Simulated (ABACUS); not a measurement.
# Ce (Im-3m) in ABACUS: further runs

One crystal, Ce, is run at these levels: PBE; tasks: single point.

Everything below comes from runs of ABACUS 3.10.1. Logs are shortened: lines on timing, memory, paths and dates and some standing lists are left out, and cuts for length are marked.

## (1) Starting point

Symmetry: Im-3m, No. 229, cubic system. Conventional cell: a = 3.887 Å, b = 3.887 Å, c = 3.887 Å, α = 90.00°, β = 90.00°, γ = 90.00°. Ce (site symmetry m-3m) has 8 Ce at 3.37 Å as nearest neighbours.

This isn't the form of Ce at room conditions, which is fcc.

## (2) Single point, PBE, collinear spin, ferromagnetic start

File INPUT:

```
INPUT_PARAMETERS
suffix              Ce
calculation         scf
basis_type          pw
pseudo_dir          ./
symmetry            1
dft_functional      pbe
ecutwfc             49
pseudo_rcut         10
nspin               2
nbands              10
ks_solver           dav
smearing_method     fd
smearing_sigma      0.00367493
scf_thr             1e-08
scf_nmax            100
mixing_type         broyden
mixing_beta         0.4
cal_force           1
cal_stress          1
out_chg             1
out_pot             2
out_elf             1
```

File STRU:

```
ATOMIC_SPECIES
Ce 140.1160 Ce.upf

LATTICE_CONSTANT
1.8897261246

LATTICE_VECTORS
-1.9432985503 1.9432985503 1.9432985503
1.9432985503 -1.9432985503 1.9432985503
1.9432985503 1.9432985503 -1.9432985503

ATOMIC_POSITIONS
Direct

Ce
0.0
1
0.0000000000 0.0000000000 0.0000000000 1 1 1 mag 0
```

File KPT:

```
K_POINTS
0
Gamma
10 10 10 0 0 0
```

Potentials or basis: PseudoDojo NC SR 0.4.1 PBE standard, lanthanides 3+ (f in core), plane waves.

Started as:

```
$ OMP_NUM_THREADS=1 mpirun -np 4 abacus > log
```

running log:

```text
ABACUS v3.10.1

               Atomic-orbital Based Ab-initio Computation at UStc

 ------------------------------------------------------------------------------------

 READING GENERAL INFORMATION
                           global_out_dir = OUT.Ce/
                           global_in_card = INPUT
                               pseudo_dir = ./
                              orbital_dir =
                                    DSIZE = 4
                                    GSIZE = 1

 READING UNITCELL INFORMATION
                                    ntype = 1
                  lattice constant (Bohr) = 1.88973
              lattice constant (Angstrom) = 1

 READING ATOM TYPE 1
                               atom label = Ce
                      L=0, number of zeta = 1
                      L=1, number of zeta = 1
                      L=2, number of zeta = 1
             number of atom for this type = 1
               magnetization of element 1 = 0
          Autoset magnetism for this atom = 1

                        TOTAL ATOM NUMBER = 1
DIRECT COORDINATES
    atom                   x                   y                   z     mag                  vx                  vy                  vz
taud_Ce1            0.0000000000        0.0000000000        0.0000000000  1.0000        0.0000000000        0.0000000000        0.0000000000

                          Volume (Bohr^3) = 198.096
                             Volume (A^3) = 29.3547

 Lattice vectors: (Cartesian coordinate: in unit of a_0)
              -1.9433             +1.9433             +1.9433
              +1.9433             -1.9433             +1.9433
              +1.9433             +1.9433             -1.9433
 Reciprocal vectors: (Cartesian coordinate: in unit of 2 pi/a_0)
                   +0           +0.257294           +0.257294
            +0.257294                  +0           +0.257294
            +0.257294           +0.257294                  +0
 The esolver type has been set to : ksdft_pw

                PAO radial cut off (Bohr) = 10

 Read in pseudopotential file is Ce.upf
                     pseudopotential type = NC
          exchange-correlation functional = PBE
                 nonlocal core correction = 1
                        valence electrons = 11
                                     lmax = 3
                           number of zeta = 4
                     number of projectors = 7
                           L of projector = 0
                           L of projector = 0
                           L of projector = 1
                           L of projector = 1
[... 174 lines left out ...]

                                     npwx = 297

 Make real space PAO into reciprocal space.
       max mesh points in Pseudopotential = 1001
     dq(describe PAO in reciprocal space) = 0.01
                                    max q = 844

 number of pseudo atomic orbitals for Ce is 4
WARNING: norm of atomic wavefunction # 3 of atomic type Ce is 0.999626, renormalized
WARNING: norm of atomic wavefunction # 4 of atomic type Ce is 0.998218, renormalized

 -------------------------------------------
 SELF-CONSISTENT
 -------------------------------------------
                                 init_chg = atomic

 PW ALGORITHM --------------- ION=   1  ELEC=   1--------------------------------
 Notice: Threshold on eigenvalues was too large.
 hsover_error=0.11 > DRHO=0.0066926
 Origin diag ethr = 0.01
 New diag ethr = 6.08418e-05
          total magnetism (Bohr mag/cell) = 0.443654
       absolute magnetism (Bohr mag/cell) = 0.443667
                        nelec for spin up = 5.72183
                      nelec for spin down = 5.27817

 Density error is 0.00777001920286
                          Error Threshold = 6.08417744825e-05
----------------------------------------------------------
     Energy           Rydberg                 eV
----------------------------------------------------------
 E_KohnSham     -71.4419081174       -972.0170263896
 E_Harris       -71.6440358131       -974.7671147741
 E_Fermi        1.0382502382         14.1261191895
----------------------------------------------------------
[... 135 lines left out ...]
 Density error is 8.59593138872e-09
                          Error Threshold = 2.03847050579e-10
----------------------------------------------------------
     Energy           Rydberg                 eV
----------------------------------------------------------
 E_KohnSham     -71.4441865187       -972.0480256287
 E_KS(sigma->0) -71.4434312859       -972.0377501597
 E_Harris       -71.4441543280       -972.0475876517
 E_band         -1.4786751926        -20.1184081110
 E_one_elec     -1.3647496207        -18.5683711853
 E_Hartree      6.2839160807         85.4970644517
 E_xc           -16.4066368413       -223.2237460579
 E_Ewald        -59.9552056719       -815.7324218992
 E_entropy(-TS) -0.0015104655        -0.0205509381
 E_descf        0.0000000000         0.0000000000
 E_exx          0.0000000000         0.0000000000
 E_Fermi        1.0344628807         14.0745895469
----------------------------------------------------------

 charge density convergence is achieved
 final etot is -972.04802563 eV
 EFERMI = 14.074589547 eV
The vacuum level is 13.18973968 eV

 STATE ENERGY(eV) AND OCCUPATIONS    NSPIN == 2
SPIN UP :
 1/47 kpoint (Cartesian) = 0.0000 0.0000 0.0000 (297 pws)
       1       -20.5685     0.00100000
       2       -2.17179     0.00100000
       3       -2.17179     0.00100000
       4       -2.17179     0.00100000
       5        10.7214     0.00100000
       6        15.6009    5.52747e-17
       7        15.6009    5.52747e-17
       8        15.6009    5.52747e-17
       9        18.3598    6.01225e-41
      10        18.3598    6.01225e-41
[... 49 lines left out ...]
 6/47 kpoint (Cartesian) = 0.12865 0.12865 0.25729 (286 pws)
       1       -20.1694     0.00600000
       2       -4.40543     0.00600000
       3       -2.85465     0.00600000
       4       -2.21603     0.00600000
       5        11.7229     0.00600000
       6        13.4903     0.00599995
       7        18.1082    5.53296e-38
       8        18.6562    9.61048e-43
       9        19.5196    3.04418e-50
      10        22.5904    6.46159e-77

[... levels at 88 further k points ...]

------------------------------------------------------------------------------------------
 TOTAL-FORCE (eV/Angstrom)
------------------------------------------------------------------------------------------
                       Ce1         0.0000000000         0.0000000000         0.0000000000
------------------------------------------------------------------------------------------

----------------------------------------------------------------
 TOTAL-STRESS (KBAR)
----------------------------------------------------------------
       110.3126135384         0.0000000000         0.0000000000
         0.0000000000       110.3126135384        -0.0000000000
        -0.0000000000        -0.0000000000       110.3126135384
----------------------------------------------------------------
 TOTAL-PRESSURE: 110.312614 KBAR

 --------------------------------------------
 !FINAL_ETOT_IS -972.0480256287082739 eV
 --------------------------------------------
```

It took 13 s on 4 MPI ranks of Intel Xeon Platinum 8375C at 2.90GHz (Ice Lake), shared host; peak memory 0.24 GiB.

Results:

| Item | Value |
| --- | --- |
| Free energy | -972.0480 eV |
| Band gap on the k mesh | none (metal or under the smearing width) |
| Net moment | 0.04 μB per cell |
| Absolute moment | 0.04 μB per cell |

Levels at points of the mesh, in eV from the Fermi level:
Spin up:
```csv
k point,band 3,band 4,band 5,band 6,band 7,band 8
"(0.00, 0.00, 0.00)",-16.25,-16.25,-3.35,1.53,1.53,1.53
"(0.50, 0.50, 0.00)",-16.93,-16.29,-2.35,-0.58,4.03,4.58
"(0.50, 0.50, 0.50)",-17.73,-17.73,-2.69,-2.69,7.39,7.39
```
Spin down:
```
           k point  band 2  band 3  band 4  band 5  band 6  band 7  band 8
(0.00, 0.00, 0.00)  -16.23  -16.23  -16.23   -3.32    1.56    1.56    1.56
(0.50, 0.50, 0.00)  -18.46  -16.91  -16.28   -2.32   -0.55    4.06    4.60
(0.50, 0.50, 0.50)  -17.71  -17.71  -17.71   -2.66   -2.66    7.41    7.41
```

Caveat: the magnetic or orbital state may not be the lowest; all typed moments are zero, and the program then starts from 1 μB on every atom; spin-orbit coupling is left out, which moves the levels of the heavy elements; the 4f electrons are frozen in the core as for a trivalent ion, so they carry no moment and show no levels. The state reached can hang on the start; a lower one may exist.

## (3) Single point, PBE, collinear spin, ferromagnetic start (cell strained at random at fixed volume)

INPUT is that of step 2.

File STRU:

```
ATOMIC_SPECIES
Ce 140.1160 Ce.upf

LATTICE_CONSTANT
1.8897261246

LATTICE_VECTORS
-1.9296470000 1.9883760000 1.9475300000
1.9108650000 -2.0059820000 1.9463540000
1.8961630000 1.9724980000 -1.9651360000

ATOMIC_POSITIONS
Direct

Ce
0.0
1
0.0126930000 0.0156000000 0.0002380000 1 1 1 mag 0
```

KPT is that of step 2.

Potentials or basis: PseudoDojo NC SR 0.4.1 PBE standard, lanthanides 3+ (f in core), plane waves.

Started as:

```
$ OMP_NUM_THREADS=1 mpirun -np 4 abacus > log
```

running log:

```text
ABACUS v3.10.1

               Atomic-orbital Based Ab-initio Computation at UStc

 ------------------------------------------------------------------------------------

 READING GENERAL INFORMATION
                           global_out_dir = OUT.Ce/
                           global_in_card = INPUT
                               pseudo_dir = ./
                              orbital_dir =
                                    DSIZE = 4
                                    GSIZE = 1

 READING UNITCELL INFORMATION
                                    ntype = 1
                  lattice constant (Bohr) = 1.88973
              lattice constant (Angstrom) = 1

 READING ATOM TYPE 1
                               atom label = Ce
                      L=0, number of zeta = 1
                      L=1, number of zeta = 1
                      L=2, number of zeta = 1
             number of atom for this type = 1
               magnetization of element 1 = 0
          Autoset magnetism for this atom = 1

                        TOTAL ATOM NUMBER = 1
DIRECT COORDINATES
    atom                   x                   y                   z     mag                  vx                  vy                  vz
taud_Ce1            0.0126930000        0.0156000000        0.0002380000  1.0000        0.0000000000        0.0000000000        0.0000000000

                          Volume (Bohr^3) = 198.096
                             Volume (A^3) = 29.3547

 Lattice vectors: (Cartesian coordinate: in unit of a_0)
             -1.92965            +1.98838            +1.94753
[... 396 lines left out ...]
 E_Fermi        1.0347506014         14.0785041874
----------------------------------------------------------

 charge density convergence is achieved
 final etot is -972.05140688 eV
 EFERMI = 14.078504187 eV
The vacuum level is 13.243193361 eV

 STATE ENERGY(eV) AND OCCUPATIONS    NSPIN == 2
SPIN UP :
 1/504 kpoint (Cartesian) = 0.0000 0.0000 0.0000 (281 pws)
       1       -20.5677     0.00100000
       2       -2.19597     0.00100000
       3       -2.18167     0.00100000
       4       -2.12924     0.00100000
       5        10.7344     0.00100000
       6        15.3287    1.38263e-14
       7        15.6515    2.17282e-17
       8        15.8734    2.56867e-19
       9        18.0743    1.96156e-38
      10        18.6652    1.44737e-43
[... 49 lines left out ...]
 6/504 kpoint (Cartesian) = 0.0017518 0.12682 0.12899 (287 pws)
       1       -20.1655     0.00100000
       2       -4.43009     0.00100000
       3       -2.83018     0.00100000
       4       -2.18572     0.00100000
       5        11.7684     0.00100000
       6        13.7636    0.000998164
       7        18.0167    6.21328e-38
       8        18.2433    6.68623e-40
       9        19.2815    6.41248e-49
      10        22.5629    2.02048e-77

[... levels at 1002 further k points ...]

------------------------------------------------------------------------------------------
 TOTAL-FORCE (eV/Angstrom)
------------------------------------------------------------------------------------------
                       Ce1         0.0000000000         0.0000000000         0.0000000000
------------------------------------------------------------------------------------------

----------------------------------------------------------------
 TOTAL-STRESS (KBAR)
----------------------------------------------------------------
       101.0029297941         0.3645342107         0.1748047777
         0.3645342107       117.5615298292         0.0314361420
         0.1748047777         0.0314361420       114.8680482112
----------------------------------------------------------------
 TOTAL-PRESSURE: 111.144169 KBAR

 --------------------------------------------
 !FINAL_ETOT_IS -972.0514068791629825 eV
 --------------------------------------------
```

stdout:

```text
ABACUS v3.10.1

               Atomic-orbital Based Ab-initio Computation at UStc

%%%%%%%%%%%%%%%%%%%%%%%%%%%%%%%%%%%%%%%%%%%%%%%%%%%%%%%%%%%%%%%%%%%%%%%%%%%%%%%%%%%%%%%%%%%%%%%%%%%%%%%%%
 Warning: the number of valence electrons in pseudopotential > 4 for Ce: [Xe] 4f1 5d1 6s2
[... 35 lines left out ...]
 TOTAL-STRESS (KBAR)
----------------------------------------------------------------
       101.0029297941         0.3645342107         0.1748047777
         0.3645342107       117.5615298292         0.0314361420
         0.1748047777         0.0314361420       114.8680482112
----------------------------------------------------------------
 TOTAL-PRESSURE: 111.144169 KBAR
```

Wall time 1.8 min (4 MPI ranks of Intel Xeon Platinum 8375C at 2.90GHz (Ice Lake), shared host); peak memory 0.44 GiB.

What came out:

- Free energy: -972.0514 eV
- Band gap on the k mesh: none (metal or under the smearing width)
- Net moment: 0.01 μB per cell
- Absolute moment: 0.01 μB per cell

Caveat: the magnetic or orbital state may not be the lowest; all typed moments are zero, and the program then starts from 1 μB on every atom; spin-orbit coupling is left out, which moves the levels of the heavy elements; the 4f electrons are frozen in the core as for a trivalent ion, so they carry no moment and show no levels.
